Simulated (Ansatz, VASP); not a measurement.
One calculation of Ru, two programs

```
CELL_PARAMETERS angstrom
2.67598 0.00000 0.00000
-1.33799 2.31747 0.00000
0.00000 0.00000 4.22629
ATOMIC_POSITIONS crystal
Ru 0.33333 0.66667 0.25000
Ru 0.66667 0.33333 0.75000
```

Alike in both runs: functional LDA; k mesh 15 × 15 × 8; occupations fermi-dirac, width 0.15 eV; no spin polarisation.

Ansatz relaxed the structure, and its values are those at the end. VASP's run is a single point on that final structure, the one shown.

|  | VASP | Ansatz |
| --- | --- | --- |
| version | VASP 6.6.1 | Ansatz 0.2.0 |
| potentials or method | VASP PAW LDA potentials, release 64 (Ru_pv) | scalar-relativistic, plane waves, PAW |
| plane-wave cutoff (eV) | 520 | 420 |
| valence electrons in the cell | 28 | 32 |

```csv
,VASP,Ansatz,Ansatz less VASP
gap on the k mesh at the Fermi level (eV),none,none,-
pressure (GPa),0.9,0.0,-0.94
```

A gap of «none» marks a metal or a gap that the smearing closes. The two sets of potentials don't hold the same shells in valence. Ansatz warned: «pseudo_functional_mismatch».
